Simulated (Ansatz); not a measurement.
The system is Hf.

```
CELL_PARAMETERS angstrom
3.19670 -0.03197 0.00000
-1.62603 2.78441 0.00000
0.00000 0.00000 5.05780
ATOMIC_POSITIONS crystal
Hf 0.66667 0.33333 0.75000
Hf 0.33333 0.66667 0.25000
```

The cell isn't the ideal one: strained by -2 %.

A run of Ansatz 0.2.0 on this cell left the log below. Logs are shortened: lines on timing, memory, paths and dates and some standing lists are left out, and cuts for length are marked.

```text
Warning: RAYON_NUM_THREADS=2 ignored (pool sized by the plan → 2); use --threads N
Engine: ansatz 0.2.0, x86_64-unknown-linux-gnu
Pseudopotentials: kind: paw
Pseudopotential: Hf, paw, valence charge 26, recommended cutoff 420 eV (normal), Hf.paw.azcp
Functional definition: PBE
  parameter kappa = 0.804
  parameter beta = 0.06672455060314922
  exchange = pbe_x(kappa = kappa, mu = beta*pi^2/3)
  correlation = pbe_c(beta = beta)
Crystal: 2 atoms, lattice volume = 44.756 Å³
Basis set: ecut = 420 eV, 871 PW (Γ), exchange–correlation on 48×48×72 points (8 copies of the dense FFT grid, shifted against one another)
Bands: 32, of which v1, the nominal top of the filled ones, is band 26 counted from 1 (25 counted from 0)
Symmetry: 4 space group operations
Space group: P21/m (ITA 11), of the structure as read, at distance tolerance 3.6e-5 Å
k-points: 156 of 500
Non-local potential: Hf, projectors of the file, l = 0: 3, l = 1: 2, l = 2: 2, l = 3: 3
PAW form: soft (Blöchl's): semilocal exchange-correlation on the pseudo side does not see the compensation charge
PAW one-centre angular grid: Hf, 590 points (default); XC on 64 Gauss nodes
Initial density: superposition of atomic densities (neutral atoms: chi_scale 0, normalization atom), corrected by the library's trained network
Initial wavefunctions: pseudopotential atomic-orbital guess
Functional: x = pbe(κ = 0.804, μ = 0.2195149727645171), c = pbe(β = 0.06672455060314922)
SCF iter   1: F=—  HF=-31442.724471 eV  |F-HF|=—  |Δ(HF+E_count)|=         —  Δρ=3.03e-3  dr2=1.98e-3  ethr=1.77e-3  ⟨swp⟩=4.8  Hψ=16593  notcnv=0
preconditioner: auto → Kerker (q_TF=auto, 2.797 Å⁻¹)  [metal: Δε(μ)=0.034 eV  Ē_g=17.560 eV  σ=0.050 eV  W_gap=0.16  n_scr=22 (ndim 8)  ℏωp=38.5 eV  f_vac=0.000  D(μ)=1.28/eV (n_scr^D=6)]
SCF iter   2: F=—  HF=-31442.724749 eV  |F-HF|=—  |Δ(HF+E_count)|=   2.78e-4  Δρ=1.88e-3  dr2=8.43e-4  ethr=3.81e-6  ⟨swp⟩=2.2  Hψ=8439  notcnv=0
SCF iter   3: F=—  HF=-31442.724969 eV  |F-HF|=—  |Δ(HF+E_count)|=   2.19e-4  Δρ=3.20e-4  dr2=4.26e-5  ethr=1.62e-6  ⟨swp⟩=3.0  Hψ=9076  notcnv=0
SCF iter   4: F=—  HF=-31442.724969 eV  |F-HF|=—  |Δ(HF+E_count)|=   1.01e-7  Δρ=1.80e-4  dr2=9.20e-6  ethr=8.20e-8  ⟨swp⟩=2.0  Hψ=9034  notcnv=0
SCF iter   5: F=—  HF=-31442.724966 eV  |F-HF|=—  |Δ(HF+E_count)|=   2.50e-6  Δρ=5.22e-5  dr2=7.14e-7  ethr=1.77e-8  ⟨swp⟩=2.0  Hψ=7784  notcnv=0
SCF iter   6: F=-31442.724966 eV  HF=-31442.724966 eV  |F-HF|=6.57e-9  |Δ(HF+E_count)|=   3.63e-7  Δρ=1.29e-5  dr2=3.79e-8  ethr=1.92e-10  ⟨swp⟩=6.7  Hψ=25187  notcnv=0
SCF 1 converged in 6 iterations: F = -31442.724966 eV  dr2 = 3.79e-8
  greatest PAW one-centre occupation: 0.998 electrons in one spin orbital (limit 2), on the Hf atom at site 1 (counted from 0), in its partial waves of l = 0
SCF converged after 6 iterations
Free energy (F): -31442.724966 eV
Harris-Foulkes:  -31442.724966 eV  (|F-HF|=6.57e-9)
Internal energy: -31442.713803 eV  (E = F + TS)
E sigma→0 (E₀):  -31442.719385 eV
Entropy (-TS):   -0.011164 eV (-5.582 meV/atom)
Fermi energy:    19.888074 eV
--- Per-component energies (eV) ---
  E_band       = 72.215515
  E_kinetic    = 848.520961
  E_local      = -10144.753190  (includes V_loc(G=0)·N_el)
  E_nonlocal   = -2488.680220
  E_hartree    = 4772.972940
  E_xc         = -600.343019
  E_vxc        = -532.539909  (∫ρ·V_xc dr)
  E_paw        = -13855.659481  (= ΣΔE_a)
  E_vpaw       = 2843.732661  (= ΣTr[D̂ρ^β])
  E_aug_tail   = -0.000002  (compensation charges beyond the density's cutoff)
  E_ewald      = -9974.771791
  E_smearing   = -0.011164  (= −TS)
  E_closure    = -0.000000  (closes the sum)
  Σ components = -31442.724966   (vs F -31442.724966, Δ=0.00e0)
--- Forces (eV/Å), atoms counted from 1 ---
  atom   1  Hf    -0.05035038    -0.00030962     0.00000000
  atom   2  Hf     0.05035038     0.00030962     0.00000000
  max |Σ_I F_I| component: 6.94e-18 eV/Å
--- Stress (GPa, compression-positive) ---
        0.753246       1.332659       0.000000
        1.332659       0.766429       0.000000
        0.000000       0.000000       0.377737
  P = ⅓ Tr σ = 0.6325 GPa (6.325 kbar)
--- Band table (eV; the first three rows and the last of 156) ---
  k-point 0: bands = ["-42.0120", "-41.9407", "-11.1571", "-10.4229", "-10.4022", "-10.2951", "-10.2880", "-10.2734", "8.0187", "8.0527", "8.0545", "8.0551", "8.0557", "8.0566", "8.0621", "8.0662", "8.0677", "8.0737", "8.0923", "8.0941", "8.1368", "8.1403", "12.5229", "16.1871", "20.5327", "20.8904", "21.2601", "21.3507", "21.7285", "22.0655", "22.4818", "22.5881"]
  k-point 1: bands = ["-42.0052", "-41.9475", "-11.0792", "-10.4111", "-10.3906", "-10.3757", "-10.3074", "-10.2858", "8.0203", "8.0399", "8.0423", "8.0530", "8.0561", "8.0579", "8.0591", "8.0729", "8.0747", "8.0763", "8.0980", "8.0995", "8.1371", "8.1400", "12.8860", "15.9722", "20.1097", "20.7445", "21.0412", "21.0832", "21.4543", "21.7845", "23.0183", "23.1511"]
  k-point 2: bands = ["-41.9874", "-41.9654", "-10.8705", "-10.6026", "-10.3789", "-10.3579", "-10.3395", "-10.3181", "8.0266", "8.0357", "8.0381", "8.0384", "8.0422", "8.0443", "8.0676", "8.0748", "8.0905", "8.0919", "8.0999", "8.1012", "8.1380", "8.1391", "13.8709", "15.1172", "19.8661", "20.3559", "20.7018", "20.9785", "21.0246", "21.3013", "24.0990", "24.2344"]
  k-point 155: bands = ["-41.9464", "-41.9385", "-11.0670", "-11.0120", "-10.5508", "-10.4950", "-10.4679", "-10.4296", "8.0322", "8.0380", "8.0499", "8.0532", "8.0538", "8.0587", "8.0746", "8.0761", "8.0874", "8.0899", "8.0927", "8.1001", "8.1114", "8.1120", "16.2881", "16.7210", "18.6842", "18.9743", "20.8263", "21.2167", "22.0148", "23.4184", "25.9446", "26.0249"]
```

Q: What input gives this log?

A: Single point with PBE, no spin polarisation. The files as run (others can give the same):

input.yaml
```yaml
crystal:
  lattice:
    - [3.1967, -0.031967, 0.0]
    - [-1.6260342341, 2.7844069083, 0.0]
    - [0.0, 0.0, 5.0578]
  atoms:
    - { symbol: Hf, position: [0.6666666667, 0.3333333333, 0.75] }
    - { symbol: Hf, position: [0.3333333333, 0.6666666667, 0.25] }
hamiltonian:
  xc: pbe
  pseudopotentials: { kind: paw }
kpoints:
  mp_grid: { grid: [10, 10, 5] }
scf:
  occupations: { method: fermi_dirac, width: 0.05 }
output:
  forces: true
  stress: true
  eigenvalues: true
```

Potentials or basis: Ansatz PAW.
Command:
```bash
$ ansatz run input.yaml --threads 2 --pin off --max-ram 5632MiB --backend cpu --events-out ev --progress --plain --runs-dir out
```
